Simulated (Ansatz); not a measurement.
The system is SiNi.

```
CELL_PARAMETERS angstrom
2.94277 0.00000 0.00000
0.00000 3.28033 0.00000
0.00000 0.00000 4.67745
ATOMIC_POSITIONS crystal
Ni 0.50000 0.50000 0.34250
Ni 0.00000 0.00000 0.65750
Si 0.50000 0.50000 0.84314
Si 0.00000 0.00000 0.15686
```

The cell is a database's computed one.

Base run:

* Program: Ansatz 0.2.0
* Functional: r2SCAN
* Potentials or basis: Ansatz PAW
* Cutoff: 500 eV (not typed: the program's choice for these potentials)
* k mesh: 9 × 8 × 6
* Occupations: fermi-dirac, width 0.05 eV
* Spin: collinear spin, ferromagnetic start
* Starting moments: [1.0, 1.0, 0.0, 0.0] μB

Its results: band gap on the k mesh none (metal or under the smearing width); pressure 0.4 GPa; net moment 0.00 μB per cell; largest force 0.030 eV/Å.

Problem. The run is repeated on the same cell with these changes: functional from r2SCAN to PBE0 form with a typed share of exact exchange; cutoff from 500 eV (not typed: the program's choice for these potentials) to 420 eV (not typed: the program's choice for these potentials); k mesh from 9 × 8 × 6 to 5 × 5 × 3. What comes out?

Solution. Band gap on the k mesh none (metal or under the smearing width); pressure 6.9 GPa; net moment 0.00 μB per cell; largest force 0.078 eV/Å.

Several settings changed at once, so the effect can't be laid on one alone.

Caveats: some runs use coarse meshes; the magnetic or orbital state may not be the lowest; the starting moments weren't kept; the PAW data sets come from PBE, with cores solved anew for the run's functional, which leaves a small shift of forces and pressure (some runs); the PAW data sets were made with another functional, which shifts forces and pressure a little (some runs).
